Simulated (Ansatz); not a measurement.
Structure relaxation of Ge

These are results of DFT PBEsol, scalar-relativistic, plane waves, PAW (Ansatz), not measurements. Cutoff 420 eV, Γ-centred k mesh, Gaussian smearing, no spin polarisation in the final step.

This is the end of a relaxation of cell and atoms.

```xyz
8
Lattice="4.0053 0.0000 0.0000 -2.0026 3.4687 0.0000 0.0000 0.0000 13.1379" Properties=species:S:1:pos:R:3 pbc="T T T"
Ge    0.0000    0.0000    5.3439
Ge    0.0000    0.0000    7.7939
Ge    0.0000    0.0000   11.9129
Ge    0.0000    0.0000    1.2250
Ge    0.0000    2.3124    4.5219
Ge    2.0026    1.1562    8.6159
Ge    2.0026    1.1562   11.0909
Ge    0.0000    2.3124    2.0470
```

(1) What space group does it have?

(2) Is it a metal?

Answers

(1) P6_3/mmc (No. 194). Conventional cell: a = 4.005 Å, c = 13.138 Å. Ge on Wyckoff site e (4 atoms of the primitive cell) has 4 Ge at 2.45 Å; Ge on Wyckoff site f (4 atoms of the primitive cell) has 4 Ge at 2.45–2.47 Å.

(2) Yes, bands cross the Fermi level on the 12×12×4 mesh.

The final run used a 12×12×4 mesh on its 8-atom cell and 0.10 eV smearing.

This form isn't the element's structure at ambient conditions.